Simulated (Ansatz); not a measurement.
# MgO (Fm-3m): G0W0 and the starting functional

```
Mg O
1.0
     0.00000    2.03133    2.03133
     2.03133    0.00000    2.03133
     2.03133    2.03133    0.00000
Mg O
1 1
Direct
  0.00000 0.00000 0.00000
  0.50000 0.50000 0.50000
```

Held fixed (Ansatz):

- datasets: soft PAW set, first generation
- k mesh: 4×4×4
- empty bands: 108
- response cutoff: 200 eV
- frequencies: contour deformation
- q → 0 term: analytic weight of Carrier, Rohra and Görling
- band sums: cut at the band count

The gap is read direct at Γ, linearised, between the Kohn-Sham band edges among the points solved. ε∞ is the electronic dielectric constant on this mesh. Wave cutoffs: 420, 500 eV in the order of the table.

**Question.** The orbitals come from PBE, r²SCAN in turn. Does G0W0 narrow the spread of the gaps between these starts?

**Answer.** The Kohn-Sham gaps spread over 0.95 eV and the G0W0 gaps over 0.49 eV, so the dependence on the start shrinks but stays.

| orbitals | KS gap (eV) | G0W0 gap (eV) | ε∞ |
| --- | --- | --- | --- |
| PBE | 5.87 | 8.62 | 3.1 |
| r²SCAN | 6.81 | 9.11 | 2.8 |

Soft PAW datasets can miss an all-electron G0W0 gap by more than 5 %. The cell is a model at fixed atoms and needn't be the relaxed known crystal. The PAW or pseudopotential files were made with PBE. The mesh is coarse, so these are values at the stated settings, not converged ones. Band sums or response are cut, so the gap isn't at its basis limit. With r²SCAN or HSE06 the Kohn-Sham levels are generalised ones.
